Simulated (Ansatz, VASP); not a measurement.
## SnO2: VASP beside Ansatz

File INCAR:

```
SYSTEM = SnO2
PREC = Accurate
ENCUT = 520
EDIFF = 1E-7
ISMEAR = 0
SIGMA = 0.1
LREAL = .False.
LASPH = .True.
NELM = 100
ALGO = Normal
ISIF = 2
LWAVE = .False.
LCHARG = .False.
GGA = PS
NBANDS = 20
```

File KPOINTS:

```
Automatic mesh
0
Gamma
  12 12 12
  0 0 0
```

POSCAR

```
SnO2
1.0
    0.0000000000      2.7308899935      2.6536654935
    2.6536654935      0.0000000000      2.6536654935
    2.6536654935      2.7308899935      0.0000000000
Sn O
1 2
Direct
    0.0000000000      0.0000000000      0.0000000000
    0.2500000000      0.2500000000      0.2500000000
    0.7500000000      0.7500000000      0.7500000000
```

Input for Ansatz:

```yaml
crystal:
  lattice:
    - [0.0, 2.7308899935, 2.6536654935]
    - [2.6536654935, 0.0, 2.6536654935]
    - [2.6536654935, 2.7308899935, 0.0]
  atoms:
    - { symbol: Sn, position: [0.0, 0.0, 0.0] }
    - { symbol: O, position: [0.25, 0.25, 0.25] }
    - { symbol: O, position: [0.75, 0.75, 0.75] }
basis:
  ecutwfc: 420
kpoints:
  mp_grid: { grid: [12, 12, 12] }
hamiltonian:
  xc: pbesol
scf:
  occupations: { method: gaussian, width: 0.1 }
output:
  forces: true
  stress: true
  eigenvalues: true
```

Alike in both runs: task single point; functional PBEsol; k mesh 12 × 12 × 12; occupations gaussian, width 0.1 eV; no spin polarisation.

```csv
,VASP,Ansatz
version,VASP 6.6.1,Ansatz 0.2.0
potentials or method,"VASP PAW PBE potentials, release 64 (Sn_d, O)","scalar-relativistic, plane waves, PAW"
plane-wave cutoff (eV),520,420
valence electrons in the cell,26,26
```

|  | VASP | Ansatz | Ansatz less VASP |
| --- | --- | --- | --- |
| gap on the k mesh at the Fermi level (eV) | none | none | - |
| pressure (GPa) | -21.8 | -22.0 | -0.21 |
| largest component of the traceless stress (GPa) | 6.22 | 6.23 | +0.009 |

A gap of «none» marks a metal or a gap that the smearing closes.

Caveats: so large a pressure means that the cell lies far from this level's equilibrium, or that cutoff or potentials fall short (VASP); the potentials were made for another functional, which shifts forces and pressure (VASP).
